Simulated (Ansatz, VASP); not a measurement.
One calculation of CdF2, two programs

```
CELL_PARAMETERS angstrom
0.00000 2.77677 2.77677
2.77677 0.00000 2.77677
2.77677 2.77677 0.00000
ATOMIC_POSITIONS crystal
Cd 0.00000 0.00000 0.00000
F 0.25000 0.25000 0.25000
F 0.75000 0.75000 0.75000
```

Alike in both runs: task single point; functional PBE; k mesh 12 × 12 × 12; occupations gaussian, width 0.05 eV; no spin polarisation.

```csv
,VASP,Ansatz
version,VASP 6.6.1,Ansatz 0.2.0
potentials or method,"VASP PAW PBE potentials, release 64 (Cd, F)","scalar-relativistic, plane waves, PAW"
plane-wave cutoff (eV),520,420
valence electrons in the cell,26,34
```

|  | VASP | Ansatz | Ansatz less VASP |
| --- | --- | --- | --- |
| gap on the k mesh at the Fermi level (eV) | 2.75 | 2.78 | +0.028 |
| least direct gap on the mesh (eV) | 3.34 | 3.37 | +0.027 |
| pressure (GPa) | -2.9 | -3.3 | -0.41 |

The two sets of potentials don't hold the same shells in valence.

A k mesh can miss the band edges. As with any semilocal functional, this PBE gap is likely too small.
